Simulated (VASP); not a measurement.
# ZnSe (zincblende), LDA relaxation of cell and atoms: Ansatz's output and VASP's

Start cell

```xyz
2
Lattice="0.0000 2.8661 2.8661 2.8661 0.0000 2.8661 2.8661 2.8661 0.0000" Properties=species:S:1:pos:R:3 pbc="T T T"
Zn    0.0000    0.0000    0.0000
Se    1.4331    1.4331    1.4331
```

Ansatz printed

```
basis re-selected at this cell: Δ(F+E_penalty+E_count) = +9.478e-4 eV, ΔP = -0.003 GPa vs the last step (what re-selecting the basis moved, of the pressure what is left beyond the Pulay correction that the steps carried, after the strain that the cell walked since its last selection, with what the two solves' SCF thresholds leave and, on support functions, any second-order correction that the steps lacked; it is no measure of the basis error at this ecutwfc). The dense FFT grid was sized anew with the basis: this SCF ran on 27×27×27 points, the steps before it on 30×30×30, so part of this shift can come from that change (see relax.cell in the input reference). This SCF's stress stands 1.01e-2 GPa from its target on what of the cell is left free (relax.cell.stress_tol is 5.00e-2 GPa) and its largest allowed force component is 3.30e-17 eV/Å (relax.f_tol is 5.00e-3 eV/Å): within both
SCF converged after 6 iterations
Free energy (F): -8630.850236 eV
Harris-Foulkes:  -8630.850236 eV  (|F-HF|=5.46e-12)
Internal energy: -8630.850236 eV  (E = F + TS)
E sigma→0 (E₀):  -8630.850236 eV
Fermi energy:    7.841601 eV
--- Per-component energies (eV) ---
  E_band       = -377.522758
  E_kinetic    = 252.134835
  E_local      = -4323.108924  (includes V_loc(G=0)·N_el)
  E_nonlocal   = 27.338407
  E_hartree    = 2001.450725
  E_xc         = -239.794470
  E_vxc        = -152.900166  (∫ρ·V_xc dr)
  E_paw        = -3582.894457  (= ΣΔE_a)
  E_vpaw       = -183.887348  (= ΣTr[D̂ρ^β])
  E_aug_tail   = -0.000958  (compensation charges beyond the density's cutoff)
  E_ewald      = -2769.749897
  E_core_change = 3.774504  (= ΣΔE_core)
  E_smearing   = -0.000000  (= −TS)
  E_closure    = -0.000000  (closes the sum)
  Σ components = -8630.850236   (vs F -8630.850236, Δ=0.00e0)
--- Forces (eV/Å), atoms counted from 1 ---
  atom   1  Zn     0.00000000     0.00000000    -0.00000000
  atom   2  Se    -0.00000000     0.00000000     0.00000000
  max |Σ_I F_I| component: 6.36e-17 eV/Å
--- Stress (GPa, compression-positive) ---
       -0.010095      -0.000000      -0.000000
       -0.000000      -0.010095       0.000000
       -0.000000       0.000000      -0.010095
  P = ⅓ Tr σ = -0.0101 GPa (-0.101 kbar)
--- Relaxed structure (4 steps of the walk, 4 accepted, 1 SCFs on fresh bases) ---
  F+E_penalty+E_count = -8630.85023552 eV   max|allowed force component| = 3.296e-17 eV/Å   (the final SCF, on the basis selected at the relaxed cell)
  cell:  # Å, volume = 43.1493 Å³
    - [-1.9871950928292805e-33, 2.7838642918973364, 2.7838642918973364]
    - [2.7838642918973364, 1.2076031717962548e-32, 2.7838642918973364]
    - [2.7838642918973364, 2.7838642918973364, 2.7515008977636187e-33]
  atoms:
    - { symbol: Zn, position: [2.056126321184796e-34, -1.3841667404741903e-34, 4.1315014845253645e-34] }
    - { symbol: Se, position: [0.25, 0.25, 0.25] }
```

Datasets and cutoffs are each program's own. VASP's cell holds 18 valence electrons and Ansatz's 28. LDA means the Perdew–Zunger form with relativistic exchange in VASP and the Perdew–Wang form in Ansatz.

**Question.** What does VASP give for the same cell and level of theory?

**Answer.** relaxed cell vector lengths 3.943, 3.943, 3.943 Å; relaxed cell volume 43.34 Å³.

From OUTCAR

```
k-points           NKPTS =     29   k-points in BZ     NKDIM =     29   number of bands    NBANDS=     16

   NELECT =      18.0000    total number of electrons

   dimension x,y,z NGX =    32 NGY =   32 NGZ =   32
   dimension x,y,z NGXF=    64 NGYF=   64 NGZF=   64

  energy-cutoff  :      600.00
  volume of cell :       43.34
      direct lattice vectors                 reciprocal lattice vectors
     0.000000000  2.787989883  2.787989883    -0.179340679  0.179340679  0.179340679
     2.787989883  0.000000000  2.787989883     0.179340679 -0.179340679  0.179340679
     2.787989883  2.787989883  0.000000000     0.179340679  0.179340679 -0.179340679

 k-points in reciprocal lattice and weights: KPOINTS created by Atomic Simulation Env
   0.00000000  0.00000000  0.00000000       0.002
   0.12500000  0.00000000  0.00000000       0.016
   0.25000000  0.00000000  0.00000000       0.016
   0.37500000  0.00000000  0.00000000       0.016
   0.50000000  0.00000000  0.00000000       0.008
   0.12500000  0.12500000  0.00000000       0.012
   0.25000000  0.12500000  0.00000000       0.047
   0.37500000  0.12500000  0.00000000       0.047
   ...

 E-fermi :   2.3739

 k-point     1 :       0.0000    0.0000    0.0000
  band No.  band energies     occupation
      1     -11.6657      2.00000
      2      -4.9181      2.00000
      3      -4.9181      2.00000
      4      -4.9181      2.00000
      5      -4.5140      2.00000
      6      -4.5140      2.00000
      7       1.9493      2.00000
      8       1.9493      2.00000
      9       1.9493      2.00000
     10       3.2200      0.00000
     11       7.6343      0.00000
     12       7.6343      0.00000
     13       7.6343      0.00000
     14      11.7871      0.00000
     15      13.5298      0.00000
     16      13.5298      0.00000

 k-point     2 :       0.1250    0.0000    0.0000
  band No.  band energies     occupation
      1     -11.5547      2.00000
      2      -4.9140      2.00000
      3      -4.9007      2.00000
      4      -4.9007      2.00000
      5      -4.5157      2.00000
      6      -4.5157      2.00000
      7       0.5430      2.00000
      8       1.7807      2.00000
      9       1.7807      2.00000
     10       4.2386      0.00000
     11       7.5932      0.00000
     12       7.9065      0.00000
     13       7.9065      0.00000
     14      12.6450      0.00000
     15      12.6450      0.00000
     16      12.6775      0.00000

 k-point     3 :       0.2500    0.0000    0.0000
  band No.  band energies     occupation
      1     -11.2646      2.00000
      2      -4.8629      2.00000
      3      -4.8627      2.00000
      4      -4.8627      2.00000
      5      -4.5143      2.00000
      6      -4.5143      2.00000
      7      -1.2922      2.00000
      8       1.4245      2.00000
      9       1.4245      2.00000
     10       4.6541      0.00000
     11       8.3017      0.00000
     12       8.3017      0.00000
     13       8.5054      0.00000
     14      12.3937      0.00000
     15      12.3937      0.00000
     16      12.5121      0.00000

 k-point     4 :       0.3750    0.0000    0.0000
  band No.  band energies     occupation
      1     -10.9355      2.00000
      2      -4.8326      2.00000
      3      -4.8326      2.00000
      4      -4.6588      2.00000
      5      -4.5023      2.00000
      6      -4.5023      2.00000
      7      -2.8356      2.00000
      8       1.1175      2.00000
      9       1.1175      2.00000
     10       4.4984      0.00000
     11       8.3019      0.00000
     12       8.3019      0.00000
     13       9.9696      0.00000
     14      12.2857      0.00000
     15      13.5710      0.00000
     16      13.5710      0.00000

 k-point     5 :       0.5000    0.0000    0.0000
  band No.  band energies     occupation
      1     -10.7845      2.00000
      2      -4.8231      2.00000
      3      -4.8231      2.00000
      4      -4.4935      2.00000
      5      -4.4935      2.00000
      6      -4.3361      2.00000
      7      -3.6637      2.00000
      8       1.0006      2.00000
      9       1.0006      2.00000
     10       4.4069      0.00000
     11       8.2242      0.00000
     12       8.2242      0.00000
     13      10.4272      0.00000
     14      12.9334      0.00000
     15      15.2054      0.00000
     16      15.2054      0.00000

 k-point     6 :       0.1250    0.1250    0.0000
  band No.  band energies     occupation
      1     -11.5175      2.00000
      2      -4.9310      2.00000
      3      -4.8856      2.00000
      4      -4.8856      2.00000
      5      -4.5272      2.00000
      6      -4.5061      2.00000
      7       0.5572      2.00000
      8       1.4767      2.00000
      9       1.4767      2.00000
     10       4.7230      0.00000
     11       6.8430      0.00000
     12       8.3532      0.00000
     13       8.3532      0.00000
     14      11.3109      0.00000
     15      13.1749      0.00000
     16      13.7562      0.00000

 ...

  Total        0.0033281      0.0033281      0.0033281      0.0000000      0.0000000     -0.0000000
  in kB        0.1230261      0.1230261      0.1230261      0.0000000      0.0000000     -0.0000000
  external PRESSURE =       0.1230261 kB  Pullay stress =       0.0000000 kB

 POSITION                                       TOTAL-FORCE (eV/Angst)
 -----------------------------------------------------------------------------------
      0.00000      0.00000      0.00000         0.000000      0.000000      0.000000
      1.39399      1.39399      1.39399        -0.000000     -0.000000     -0.000000
 -----------------------------------------------------------------------------------
    total drift:                                0.000000      0.000000      0.000000

  FREE ENERGIE OF THE ION-ELECTRON SYSTEM (eV)
  ---------------------------------------------------
  free  energy   TOTEN  =        -7.3719061234 eV

  energy  without entropy=       -7.3719061234  energy(sigma->0) =       -7.37190612
```
